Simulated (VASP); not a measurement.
```xyz
2
Lattice="0.0000 2.4900 2.4900 2.4900 0.0000 2.4900 2.4900 2.4900 0.0000" Properties=species:S:1:pos:R:3 pbc="T T T"
In     0.0000     0.0000     0.0000
N      1.2450     1.2450     1.2450
```

These are PBE GGA, VASP's PBE PAW potentials (set 64) (plane waves; VASP) values and carry that method's errors. Settings: 450 eV cut-off, 8×8×8 Γ-centred mesh, Gaussian smearing of 0.050 eV, potentials In_d N.

At this cut-off the stress carries a Pulay error, which pulls relaxed volumes low. Energy and stress use the plane-wave basis of the starting cell.

Q: The ions, cell shape and volume are relaxed. Which structure does the run end with?

A: 
```xyz
2
Lattice="0.0000 2.5212 2.5212 2.5212 0.0000 2.5212 2.5212 2.5212 0.0000" Properties=species:S:1:pos:R:3 pbc="T T T"
In     0.0000     0.0000     0.0000
N      1.2606     1.2606     1.2606
```
Space group F-43m (216), at a tolerance of 0.03 Å.

Q: How do energy and volume change from the first to the last step?

A: The energy (σ→0) changes by -9.2 meV/atom and the volume by +3.8 %, in 3 ionic steps.

The compound is InN in the zinc blende structure, a metastable form; wurtzite is the usual one. This run relaxes it. Symmetry was kept, so distortions that lower it aren't found.
